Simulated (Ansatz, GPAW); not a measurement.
**One calculation of Al, 3 ways**

```
Al
1.0
     0.00000    2.02481    2.02481
     2.02481    0.00000    2.02481
     2.02481    2.02481    0.00000
Al
1
Direct
  0.00000 0.00000 0.00000
```

Alike in all runs: task single point; functional PBE; k mesh 11 × 11 × 11; occupations gaussian, width 0.024 eV; no spin polarisation; no spin-orbit coupling. Pressure is positive in compression and, in plane waves, holds the error of the finite cutoff, which Ansatz's Pulay term estimates and takes out.

```tsv
program and potentials	plane-wave cutoff (eV)	notes	pressure (GPa)
Ansatz, Ansatz PAW	420	Pulay term of +0.07 GPa included	-0.48
Ansatz, all-electron LAPW, scalar-relativistic	-	-	-0.49
GPAW, GPAW PAW data sets (gpaw-data 1.2.1)	600	-	-0.36
```

The pressure spans -0.49 (Ansatz, all-electron LAPW, scalar-relativistic) to -0.36 GPa (GPAW, GPAW PAW data sets (gpaw-data 1.2.1)), with all-electron results at -0.49.

The functional is the same throughout but for its coding, so the spread measures potentials, basis and numerics; runs on potential files found faulty are left out.
